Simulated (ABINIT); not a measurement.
# P (R-3m) in ABINIT: reference runs

How does P come out in PBE? The cell is run as given and disturbed.

Everything below comes from runs of ABINIT 10.8.3 (patched build). Logs are shortened: lines on timing, memory, paths and dates and some standing lists are left out, and cuts for length are marked. The log counts tension as positive stress, the text compression.

## 1. The crystal as given

It takes space group R-3m (No. 166, trigonal). The conventional cell has a = 3.451 Å, b = 3.451 Å, c = 9.389 Å, α = 90.00°, β = 90.00°, γ = 120.00°. Around P (site symmetry 3m) lie 3 P at 2.29 Å.

This isn't the form of P at room conditions, which is orthorhombic.

## 2. Single point, PBE

Contents of run.abi:

```
# Pseudopotentials
pp_dirpath "./"
pseudos "P.GGA_PBE-JTH.xml"

# Structure
acell 3*1.0
rprim
     3.2611479528     1.8828246485     5.9142380806
    -3.2611479528     1.8828246485     5.9142380806
     0.0000000000    -3.7656492968     5.9142380806
ntypat 1
znucl 15
natom 2
typat 1 1
xred
     0.7729197500     0.7729197500     0.7729197500
     0.2270802500     0.2270802500     0.2270802500

# Plane-wave basis
ecut 20.0
pawecutdg 40.0

# k points
kptopt 1
ngkpt 9 9 9
nshiftk 1
shiftk 0.0 0.0 0.0

# Exchange and correlation
ixc 11

# Bands and occupations
nband 9
occopt 3
tsmear 0.05 eV

# SCF cycle
nstep 100
tolvrs 1.0e-9

# Output
iomode 3
prtwf 0
prtden 0
prteig 0
prtebands 0
enunit 1
```

Potentials or basis: JTH PAW PBE v2.0.

Started as:

```console
> abinit run.abi > log 2>&1
```

run.abo:

```text
.Version 10.8.3 of ABINIT
 Symmetries : space group R-3 m (#166); Bravais hR (rhombohedral)
================================================================================
 Values of the parameters that define the memory need of the present run
     intxc =       0    ionmov =       0      iscf =      17    lmnmax =       8
     lnmax =       4     mgfft =      30  mpssoang =       2    mqgrid =    3001
     natom =       2  nloc_mem =       2    nspden =       1   nspinor =       1
    nsppol =       1      nsym =      12    n1xccc =       1    ntypat =       1
    occopt =       3   xclevel =       2
       mpw =         948          nfft =       27000          nkpt =          85
 PAW method is used; the additional fine FFT grid is defined by:
   mgfftf=        40    nfftf =     64000
================================================================================
================================================================================

--------------------------------------------------------------------------------
------------- Echo of variables that govern the present computation ------------
--------------------------------------------------------------------------------
 -outvars: echo values of preprocessed input variables --------
            acell      1.0000000000E+00  1.0000000000E+00  1.0000000000E+00 Bohr
              amu      3.09737620E+01
             ecut      2.00000000E+01 Hartree
           enunit           1
                       outvar_i_n : Printing only first  50 k-points.
              ixc          11
                       outvar_i_n : Printing only first  50 k-points.
         kptrlatt        9    0    0      0    9    0      0    0    9
          kptrlen      5.87006632E+01
            natom           2
            nband           9
            ngfft          30      30      30
          ngfftdg          40      40      40
             nkpt          85
            nstep         100
             nsym          12
           ntypat           1
                       prtocc : prtvol=0, do not print more k-points.
           occopt           3
        pawecutdg      4.00000000E+01 Hartree
         pawxcdev           0
           prtden           0
        prtebands           0
           prteig           0
            prtwf           0
            rprim      3.2611479528E+00  1.8828246485E+00  5.9142380806E+00
                      -3.2611479528E+00  1.8828246485E+00  5.9142380806E+00
                       0.0000000000E+00 -3.7656492968E+00  5.9142380806E+00
          spgroup         166
           tolvrs      1.00000000E-09
           tsmear      1.83746611E-03 Hartree
            typat      1  1
           useylm           1
                       outvars : Printing only first  50 k-points.
           xangst      3.9066280955E-17  8.1802566152E-11  7.2569744727E+00
                       2.4708268800E-18  2.4033185350E-11  2.1320655573E+00
            xcart      7.3824571763E-17  1.5458444642E-10  1.3713694256E+01
[... 119 lines left out ...]
       0.772919750000      0.772919750000      0.772919750000
       0.227080250000      0.227080250000      0.227080250000
 rms dE/dt=  2.6062E-02; max dE/dt=  2.6062E-02; dE/dt below (all hartree)
    1       0.026061509812      0.026061509812      0.026061509812
    2      -0.026061509812     -0.026061509812     -0.026061509812

 cartesian coordinates (angstrom) at end:
    1      0.00000000000000     0.00000000008180     7.25697447269283
    2      0.00000000000000     0.00000000002403     2.13206555726220

 cartesian forces (hartree/bohr) at end:
    1     -0.00000000000000    -0.00000000000000    -0.00440657096604
    2      0.00000000000000     0.00000000000000     0.00440657096604
 frms,max,avg= 2.5441349E-03 4.4065710E-03   0.000E+00  0.000E+00  0.000E+00 h/b

 cartesian forces (eV/Angstrom) at end:
    1     -0.00000000000000    -0.00000000000000    -0.22659498970866
    2      0.00000000000000     0.00000000000000     0.22659498970866
 frms,max,avg= 1.3082468E-01 2.2659499E-01   0.000E+00  0.000E+00  0.000E+00 e/A
 length scales=  1.000000000000  1.000000000000  1.000000000000 bohr
              =  0.529177210544  0.529177210544  0.529177210544 angstroms
 Fermi (or HOMO) energy (eV) =  10.15038   Average Vxc (eV)= -10.79647
 Eigenvalues (   eV  ) for nkpt=  85  k points:
 kpt#   1, nband=  9, wtk=  0.00137, kpt=  0.0000  0.0000  0.0000 (reduced coord)
  -6.45167    6.45824    6.92974    7.17453    7.17453   11.41232   12.71566   12.71566
  15.86598
 prteigrs : prtvol=0 or 1, do not print more k-points.

--- !EnergyTerms
iteration_state     : {dtset: 1, }
comment             : Components of total free energy in Hartree
kinetic             :  5.05163431504538E+00
hartree             :  6.25295910212880E-01
xc                  : -4.53821433607625E+00
Ewald energy        : -1.46697452108581E+01
psp_core            :  4.07743442949375E-02
local_psp           : -3.59103558779405E+00
PAW spherical_terms :  3.75253071936313E+00
internal            : -1.33287598458120E+01
'-kT*entropy'       : -9.18003250528633E-05
total_energy        : -1.33288516461371E+01
total_energy_eV     : -3.62696530358416E+02
...

--- !EnergyTermsDC
iteration_state     : {dtset: 1, }
comment             : '"Double-counting" decomposition of free energy'
band_energy         :  1.03859801641673E+00
Ewald energy        : -1.46697452108581E+01
psp_core            :  4.07743442949375E-02
xc_dc               : -3.08051698402723E-01
PAW spherical_terms :  5.69655723702748E-01
internal            : -1.33287688248464E+01
'-kT*entropy'       : -9.18003250528633E-05
total_energy_dc     : -1.33288606251714E+01
total_energy_dc_eV  : -3.62696774690388E+02
...

--- !EnergyTermsWithPAWCore
iteration_state     : {dtset: 1, }
comment             : 'Components of total free energy, including PAW core contributions'
Total energy        : -6.84194059081928E+02
Total energy DC     : -6.84194068060962E+02
Total energy (eV)   : -1.86178688088839E+04
Total energy DC (eV): -1.86178690532158E+04
...

 Cartesian components of stress tensor (hartree/bohr^3)
  sigma(1 1)= -7.35042569E-05  sigma(3 2)= -1.28088925E-15
  sigma(2 2)= -7.35042569E-05  sigma(3 1)=  0.00000000E+00
  sigma(3 3)= -2.38936461E-05  sigma(2 1)=  0.00000000E+00

-Cartesian components of stress tensor (GPa)         [Pressure=  1.6760E+00 GPa]
- sigma(1 1)= -2.16256990E+00  sigma(3 2)= -3.76850629E-11
- sigma(2 2)= -2.16256990E+00  sigma(3 1)=  0.00000000E+00
- sigma(3 3)= -7.02975337E-01  sigma(2 1)=  0.00000000E+00

== END DATASET(S) ==============================================================
================================================================================

 -outvars: echo values of variables after computation  --------
            acell      1.0000000000E+00  1.0000000000E+00  1.0000000000E+00 Bohr
           etotal     -1.3328860625E+01
            fcart     -2.4208777447E-19 -5.8576948968E-19 -4.4065709660E-03
                       2.4208777447E-19  5.8576948968E-19  4.4065709660E-03
            rprim      3.2611479528E+00  1.8828246485E+00  5.9142380806E+00
                      -3.2611479528E+00  1.8828246485E+00  5.9142380806E+00
                       0.0000000000E+00 -3.7656492968E+00  5.9142380806E+00
           strten     -7.3504256937E-05 -7.3504256939E-05 -2.3893646061E-05
                      -1.2808892540E-15  0.0000000000E+00  0.0000000000E+00
           xangst      3.9066280955E-17  8.1802566152E-11  7.2569744727E+00
                       2.4708268800E-18  2.4033185350E-11  2.1320655573E+00
             xred      7.7291975000E-01  7.7291975000E-01  7.7291975000E-01
                       2.2708025000E-01  2.2708025000E-01  2.2708025000E-01
 Calculation completed.
```

Wall time 21 s (1 thread of Arm Neoverse V1, shared host); peak memory 0.1 GiB.

Results:

```yaml
Free_energy: -362.6968 eV
Pressure: 1.7 GPa
Largest_force: 0.227 eV/Å
Band_gap_on_the_k_mesh: none (metal or under the smearing width)
Valence_electrons_inside_the_program's_atomic_spheres: P 1.54 (radii [0.8507] Å)
```

Forces on the atoms (eV/Å):
```
P    0.000  0.000 -0.227
P    0.000  0.000  0.227
```

## 3. Single point, PBE (atoms moved at random, drawn with an rms of 0.05 Å)

Contents of run.abi:

```
# Pseudopotentials
pp_dirpath "./"
pseudos "P.GGA_PBE-JTH.xml"

# Structure
acell 3*1.0 Angstrom
rprim
     1.7257251780     0.9963478961     3.1296800121
    -1.7257251780     0.9963478961     3.1296800121
     0.0000000000    -1.9926957921     3.1296800121
ntypat 1
znucl 15
natom 2
typat 1 1
xred
     0.7636290000     0.7712140000     0.7633900000
     0.2219640000     0.2289910000     0.2268450000
chkprim 0
chksymtnons 0
tolsym 1.0e-6

# Plane-wave basis
ecut 544.227725 eV
pawecutdg 40.0

# k points
kptopt 1
ngkpt 9 9 9
nshiftk 1
shiftk 0.0 0.0 0.0

# Exchange and correlation
ixc 11

# Bands and occupations
nband 9
occopt 3
tsmear 0.00183747

# SCF cycle
nstep 100
tolvrs 1.0e-9

# Output
iomode 3
prtwf 0
prtden 0
prteig 0
prtebands 0
enunit 2
```

Potentials or basis: JTH PAW PBE v2.0.

Started as:

```console
> abinit run.abi > log 2>&1
```

Run time: 81 s. Hardware: 1 thread of Arm Neoverse V1, shared host; peak memory 0.17 GiB.

It converged, with:

```
Free energy                                           : -362.6968 eV
Pressure                                              : -0.1 GPa
Largest force                                         : 0.232 eV/Å
Band gap on the k mesh                                : none (metal or under the smearing width)
Valence electrons inside the program's atomic spheres : P 1.54 (radii [0.8507] Å)
```

Forces in eV/Å, atoms in the order of the input:
```
P    0.004 -0.043  0.228
P   -0.004  0.043 -0.228
```

Stress tensor (GPa, compression positive):
```
 0.72 -0.01 -0.02
-0.01  0.62  0.17
-0.02  0.17 -1.64
```

Levels at points of the mesh, in eV from the Fermi level:
```csv
k point,band 2,band 3,band 4,band 5,band 6,band 7,band 8,band 9
"(0.00, 0.00, 0.00)",-3.59,-3.25,-2.70,-2.64,1.69,2.82,2.93,5.68
```
